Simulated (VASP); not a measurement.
# CdSe (F-43m) in VASP: Born charges and dielectric tensor with LDA

Aim: the Born charges and dielectric tensor of CdSe with LDA.

Everything below comes from runs of VASP 6.6.1. Logs are shortened: lines on timing, memory, paths and dates and some standing lists are left out, and cuts for length are marked.

### 1 The structure

Symmetry: F-43m, No. 216, cubic system. The conventional cell has a = 6.023 Å, b = 6.023 Å, c = 6.023 Å, α = 90.00°, β = 90.00°, γ = 90.00°. Cd (site symmetry -43m) is surrounded by 4 Se at 2.61 Å. Se (site symmetry -43m) is surrounded by 4 Cd at 2.61 Å.

Measurements of this composition are mostly on another form, of space group No. 186.

### 2 Born charges and dielectric tensor, LDA

Contents of INCAR:

```
SYSTEM = CdSe
ALGO = Normal
EDIFF = 1E-8
ENCUT = 350
GGA = CA
IBRION = 8
ISIF = 2
ISMEAR = 0
LASPH = .TRUE.
LCHARG = .FALSE.
LEPSILON = .TRUE.
LREAL = .FALSE.
LWAVE = .FALSE.
NELM = 60
NSW = 1
PREC = Accurate
SIGMA = 0.02
```

Contents of KPOINTS:

```
k-points
0
G
  10 10 10
  0 0 0
```

Contents of POSCAR:

```
CdSe
1.0
    0.0000000000      3.0113700000      3.0113700000
    3.0113700000      0.0000000000      3.0113700000
    3.0113700000      3.0113700000      0.0000000000
Cd Se
1 1
Direct
    0.0000000000      0.0000000000      0.0000000000
    0.2500000000      0.2500000000      0.2500000000
```

Potentials or basis: VASP PAW LDA potentials, release 64 (Cd, Se).

Command:

```
$ cat potpaw_LDA.64/Cd/POTCAR potpaw_LDA.64/Se/POTCAR > POTCAR
$ mpirun -np 1 vasp_std > vasp.out
```

OUTCAR:

```text
SYSTEM = CdSe
   EDIFF = 1E-8
   ENCUT = 350
   GGA = CA
   IBRION = 8
   ISIF = 2
   ISMEAR = 0
   LASPH = .TRUE.
   LEPSILON = .TRUE.
   LREAL = .FALSE.
   NELM = 60
   NSW = 1
   PREC = Accurate

 ion  position               nearest neighbor table
   1  0.000  0.000  0.000-   2 2.61   2 2.61   2 2.61   2 2.61
   2  0.250  0.250  0.250-   1 2.61   1 2.61   1 2.61   1 2.61

  LATTYP: Found a face centered cubic cell.
 ALAT       =     6.0227400000

  Lattice vectors:

 A1 = (   0.0000000000,   3.0113700000,   3.0113700000)
 A2 = (   3.0113700000,   0.0000000000,   3.0113700000)
 A3 = (   3.0113700000,   3.0113700000,   0.0000000000)

Analysis of symmetry for initial positions (statically):
=====================================================================
 Subroutine PRICEL returns:
 Original cell was already a primitive cell.

 Routine SETGRP: Setting up the symmetry group for a
 face centered cubic supercell.

 Subroutine GETGRP returns: Found 24 space group operations
 (whereof 24 operations were pure point group operations)
 out of a pool of 48 trial point group operations.

The static configuration has the point symmetry T_d .

Analysis of symmetry for dynamics (positions and initial velocities):
=====================================================================
 Subroutine PRICEL returns:
 Original cell was already a primitive cell.

 Routine SETGRP: Setting up the symmetry group for a
 face centered cubic supercell.

 Subroutine GETGRP returns: Found 24 space group operations
 (whereof 24 operations were pure point group operations)
 out of a pool of 48 trial point group operations.

The dynamic configuration has the point symmetry T_d .

 Subroutine INISYM returns: Found 24 space group operations
 (whereof 24 operations are pure point group operations),
 and found     1 'primitive' translations

----------------------------------------------------------------------------------------

                                     Primitive cell

  volume of cell :      54.6163

  direct lattice vectors                    reciprocal lattice vectors
     0.000000000  3.011370000  3.011370000    -0.166037385  0.166037385  0.166037385
     3.011370000  0.000000000  3.011370000     0.166037385 -0.166037385  0.166037385
     3.011370000  3.011370000  0.000000000     0.166037385  0.166037385 -0.166037385

  length of vectors
     4.258720295  4.258720295  4.258720295     0.287585187  0.287585187  0.287585187

  position of ions in fractional coordinates (direct lattice)
     0.000000000  0.000000000  0.000000000
     0.250000000  0.250000000  0.250000000

  ion indices of the primitive-cell ions
   primitive index   ion index
                 1           1
                 2           2

----------------------------------------------------------------------------------------

 KPOINTS: k-points

Automatic generation of k-mesh.
 Grid dimensions read from file:
 generate k-points for:   10   10   10

 Generating k-lattice:

  Cartesian coordinates                     Fractional coordinates (reciprocal lattice)
    -0.016603738  0.016603738  0.016603738     0.100000000  0.000000000  0.000000000
     0.016603738 -0.016603738  0.016603738     0.000000000  0.100000000  0.000000000
     0.016603738  0.016603738 -0.016603738     0.000000000  0.000000000  0.100000000

  Length of vectors
     0.028758519  0.028758519  0.028758519

  Shift w.r.t. Gamma in fractional coordinates (k-lattice)
     0.000000000  0.000000000  0.000000000

 Subroutine IBZKPT returns following result:
 ===========================================

 Found     47 irreducible k-points:

 Following reciprocal coordinates:
            Coordinates               Weight
[... 490 lines left out ...]
  volume of cell :       54.62
      direct lattice vectors                 reciprocal lattice vectors
     0.000000000  3.011370000  3.011370000    -0.166037385  0.166037385  0.166037385
     3.011370000  0.000000000  3.011370000     0.166037385 -0.166037385  0.166037385
     3.011370000  3.011370000  0.000000000     0.166037385  0.166037385 -0.166037385

 POSITION                                       TOTAL-FORCE (eV/Angst)
 -----------------------------------------------------------------------------------
      0.00000      0.00000      0.00000        -0.000000      0.000000      0.000000
      1.50568      1.50568      1.50568         0.000000     -0.000000     -0.000000
 -----------------------------------------------------------------------------------
    total drift:                               -0.000000     -0.000000     -0.000000

  FREE ENERGIE OF THE ION-ELECTRON SYSTEM (eV)
  ---------------------------------------------------
  free  energy   TOTEN  =        -6.7597098511 eV

  energy  without entropy=       -6.7597098511  energy(sigma->0) =       -6.75970985

 HEAD OF MICROSCOPIC STATIC DIELECTRIC TENSOR (INDEPENDENT PARTICLE, excluding Hartree and local field effects)
 ------------------------------------------------------
          14.876093     0.000000     0.000000
          -0.000000    14.876093     0.000000
           0.000000     0.000000    14.876093
 ------------------------------------------------------

 Free energy of the ion-electron system (eV)
  ---------------------------------------------------
  ---------------------------------------------------
  free energy    TOTEN  =        -2.08850886 eV

  energy without entropy =       -2.08850886

------------------------ aborting loop because EDIFF is reached ----------------------------------------

--------------------------------------- Ionic step        2  -------------------------------------------

------------------------ aborting loop because EDIFF is reached ----------------------------------------

--------------------------------------- Ionic step        3  -------------------------------------------

------------------------ aborting loop because EDIFF is reached ----------------------------------------

 PIEZOELECTRIC TENSOR FIELD DIRECTION 3  (e Angst)
 -----------------------------------------------------------------------------
    -0.00106 -2.45929  0.00000           (  0.00000  0.04454  0.00000)
    -2.45929 -0.00106  0.00000           (  0.04454  0.00000  0.00000)
     0.00000  0.00000 -0.00057           (  0.00000  0.00000 -0.00000)

 PIEZOELECTRIC TENSOR FIELD DIRECTION 3  (C/m^2)
 -----------------------------------------------------------------------------
    -0.00031 -0.72144  0.00000
    -0.72144 -0.00031  0.00000
     0.00000  0.00000 -0.00017

--------------------------------------- Ionic step        4  -------------------------------------------

------------------------ aborting loop because EDIFF is reached ----------------------------------------

[... ionic steps 5 to 6 ...]

--------------------------------------- Ionic step        7  -------------------------------------------

 Free energy of the ion-electron system (eV)
  ---------------------------------------------------
  ---------------------------------------------------
  free energy    TOTEN  =        -0.08433358 eV

  energy without entropy =       -0.08433358

------------------------ aborting loop because EDIFF is reached ----------------------------------------

 INTERNAL STRAIN TENSOR  FOR ION    2  DIRECTION 1   (eV/Angst):
 -----------------------------------------------------------------------------
     0.00942  0.00000  0.00000
     0.00000 -0.00210 -6.79038
     0.00000 -6.79038 -0.00210

 MACROSCOPIC STATIC DIELECTRIC TENSOR (including local field effects in DFT)
 ------------------------------------------------------
          14.403599    -0.000000     0.000000
           0.000000    14.403599     0.000000
          -0.000000    -0.000000    14.403599
 ------------------------------------------------------

 PIEZOELECTRIC TENSOR (including local field effects)  for field in x, y, z        (e  Angst)
          XX          YY          ZZ          XY          YZ          ZX
  --------------------------------------------------------------------------------
  x    -0.00000    -0.00000    -0.00000    -0.00000    -2.47176     0.00000
  y     0.00000    -0.00000     0.00000     0.00000     0.00000    -2.47176
  z    -0.00000    -0.00000     0.00000    -2.47176     0.00000    -0.00000

 PIEZOELECTRIC TENSOR (including local field effects)  for field in x, y, z        (C/m^2)
          XX          YY          ZZ          XY          YZ          ZX
  --------------------------------------------------------------------------------
  x    -0.00000    -0.00000    -0.00000    -0.00000    -0.72510     0.00000
  y     0.00000    -0.00000     0.00000     0.00000     0.00000    -0.72510
  z    -0.00000    -0.00000     0.00000    -0.72510     0.00000    -0.00000

 BORN EFFECTIVE CHARGES (including local field effects) (in |e|, cummulative output)
 ---------------------------------------------------------------------------------
 ion    1
    1     2.30417     0.00000    -0.00000
    2     0.00000     2.30417    -0.00000
    3    -0.00000     0.00000     2.30417
 ion    2
    1    -2.30417    -0.00000     0.00000
    2     0.00000    -2.30417     0.00000
    3     0.00000    -0.00000    -2.30417

 INTERNAL STRAIN TENSOR FOR ION    2 for displacements in x,y,z  (eV/Angst):
          X           Y           Z          XY          YZ          ZX
  --------------------------------------------------------------------------------
  x     0.00000    -0.00000    -0.00000     0.00000    -6.79038     0.00000
  y     0.00000    -0.00000     0.00000     0.00000     0.00000    -6.79038
  z    -0.00000    -0.00000     0.00000    -6.79038     0.00000     0.00000

 SECOND DERIVATIVES (NOT SYMMETRIZED)
 ------------------------------------
               1X          1Y          1Z          2X          2Y          2Z
  1X    -5.314001    0.000000    0.000000    5.314001    0.000000    0.000000
  1Y     0.000000   -5.314001    0.000000    0.000000    5.314001    0.000000
  1Z     0.000000    0.000000   -5.314001    0.000000    0.000000    5.314001
  2X     5.288357    0.000000    0.000000   -5.288357    0.000000    0.000000
  2Y     0.000000    5.288357    0.000000    0.000000   -5.288357    0.000000
  2Z     0.000000    0.000000    5.288357    0.000000    0.000000   -5.288357

 Eigenvectors and eigenvalues of the dynamical matrix
 ----------------------------------------------------

   1 f  =    5.284155 THz    33.201324 2PiTHz  176.260434 cm-1    21.853499 meV
             X         Y         Z           dx          dy          dz
      0.000000  0.000000  0.000000     0.000000   -0.643253   -0.000000
      1.505685  1.505685  1.505685     0.000000    0.765653   -0.000000
[... 21 lines left out ...]
   6 f/i=    0.006295 THz     0.039551 2PiTHz    0.209969 cm-1     0.026033 meV
             X         Y         Z           dx          dy          dz
      0.000000  0.000000  0.000000    -0.108104    0.708569    0.269199
      1.505685  1.505685  1.505685    -0.090822    0.595295    0.226164

--------------------------------------------------------------------------------------------------------

 MACROSCOPIC STATIC DIELECTRIC TENSOR IONIC CONTRIBUTION
 ------------------------------------------------------
           3.318184     0.000000    -0.000000
           0.000000     3.318184    -0.000000
          -0.000000    -0.000000     3.318184
 ------------------------------------------------------

 ELASTIC MODULI CONTR FROM IONIC RELAXATION (kBar)
 Direction    XX          YY          ZZ          XY          YZ          ZX
 --------------------------------------------------------------------------------
 XX          -0.0000      0.0000      0.0000     -0.0000      0.0000      0.0000
 YY           0.0000     -0.0000      0.0000     -0.0000     -0.0000     -0.0000
 ZZ           0.0000      0.0000     -0.0000      0.0000     -0.0000      0.0000
 XY          -0.0000     -0.0000      0.0000   -259.7985      0.0000      0.0000
 YZ           0.0000     -0.0000     -0.0000      0.0000   -259.7985      0.0000
 ZX           0.0000     -0.0000      0.0000      0.0000      0.0000   -259.7985
 --------------------------------------------------------------------------------

 PIEZOELECTRIC TENSOR IONIC CONTR  for field in x, y, z        (C/m^2)
          XX          YY          ZZ          XY          YZ          ZX
  --------------------------------------------------------------------------------
  x    -0.00000     0.00000     0.00000    -0.00000     0.87366     0.00000
  y    -0.00000     0.00000    -0.00000    -0.00000     0.00000     0.87366
  z     0.00000     0.00000    -0.00000     0.87366    -0.00000    -0.00000
```

It took 4 min on 1 thread of Intel Xeon 6975P-C (Granite Rapids), shared host; peak memory 0.31 GiB.

What came out:

```
Band gap on the k mesh                                  : 0.42 eV, direct
Electronic dielectric tensor (diagonal)                 : 14.40
Born charges (mean of the diagonal)                     : Cd +2.30; Se -2.30 e
Highest phonon frequency at Γ, LO-TO splitting left out : 176 cm⁻¹
```

Levels at points of the mesh, in eV from the valence-band top:
```csv
k point,band 6,band 7,band 8,band 9,band 10,band 11,band 12,band 13
"(0.00, 0.00, 0.00)",-7.64,0.00,0.00,0.00,0.42,5.79,5.79,5.79
"(0.50, 0.00, 0.00)",-7.32,-4.66,-0.81,-0.81,2.23,6.32,6.32,7.28
"(0.50, 0.50, 0.00)",-7.25,-4.30,-1.99,-1.99,2.88,3.63,9.02,10.20
```

Phonon frequencies in cm⁻¹ (negative: imaginary):
```
              q point        frequencies
(0.000, 0.000, 0.000)  0 0 0 176 176 176
```

Electronic dielectric tensor:
```
14.40  0.00  0.00
 0.00 14.40  0.00
 0.00  0.00 14.40
```

Born effective charge tensors (e):
atom 1, Cd
```
2.30 0.00 0.00
0.00 2.30 0.00
0.00 0.00 2.30
```
atom 2, Se
```
-2.30  0.00  0.00
 0.00 -2.30  0.00
 0.00  0.00 -2.30
```

Caveat: the gap is small at this level, which inflates the dielectric constant.
